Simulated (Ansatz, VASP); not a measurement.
Two plane-wave programs on Al2Cu

Contents of INCAR:

```
  PREC = Accurate
  ENCUT = 520
  EDIFF = 1E-7
  ISMEAR = 0
  SIGMA = 0.1
  LREAL = False
  LASPH = True
  NELM = 60
  ALGO = Fast
  ISIF = 2
  LWAVE = False
  LCHARG = False
  GGA = PE
  NBANDS = 16
```

Contents of KPOINTS:

```
Automatic mesh
0
Gamma
  14 14 14
```

File POSCAR:

```
Al2Cu
1.0
   -2.0169372725      2.0169372725      2.7467439596
    2.0169372725     -2.0169372725      2.7467439596
    2.0169372725      2.0169372725     -2.7467439596
Al Cu
2 1
Direct
    0.7500000000      0.2500000000      0.5000000000
    0.2500000000      0.7500000000      0.5000000000
    0.5000000000      0.5000000000      0.0000000000
```

Input for Ansatz:

```yaml
crystal:
  lattice:
    - [-2.0169372725, 2.0169372725, 2.7467439596]
    - [2.0169372725, -2.0169372725, 2.7467439596]
    - [2.0169372725, 2.0169372725, -2.7467439596]
  atoms:
    - { symbol: Al, position: [0.75, 0.25, 0.5] }
    - { symbol: Al, position: [0.25, 0.75, 0.5] }
    - { symbol: Cu, position: [0.5, 0.5, 0.0] }
basis:
  ecutwfc: 420
kpoints:
  mp_grid: { grid: [14, 14, 14] }
hamiltonian:
  xc: pbe
scf:
  occupations: { method: gaussian, width: 0.1 }
output:
  forces: true
  stress: true
  eigenvalues: true
```

Alike in both runs: task single point; functional PBE; k mesh 14 × 14 × 14; occupations gaussian, width 0.1 eV; no spin polarisation.

```csv
,VASP,Ansatz
version,VASP 6.6.1,Ansatz 0.2.0
potentials or method,"VASP PAW PBE potentials, release 64 (Al, Cu)","scalar-relativistic, plane waves, PAW"
plane-wave cutoff (eV),520,420
valence electrons in the cell,17,25
```

VASP gave:

| Quantity | Value |
| --- | --- |
| gap on the k mesh at the Fermi level (eV) | none |
| pressure (GPa) | 9.2 |
| largest component of the traceless stress (GPa) | 3.07 |

Estimate Ansatz's values.

gap on the k mesh at the Fermi level (eV): none; pressure (GPa): 9.1; largest component of the traceless stress (GPa): 3.09.

A gap of «none» marks a metal or a gap that the smearing closes. The two sets of potentials don't hold the same shells in valence.
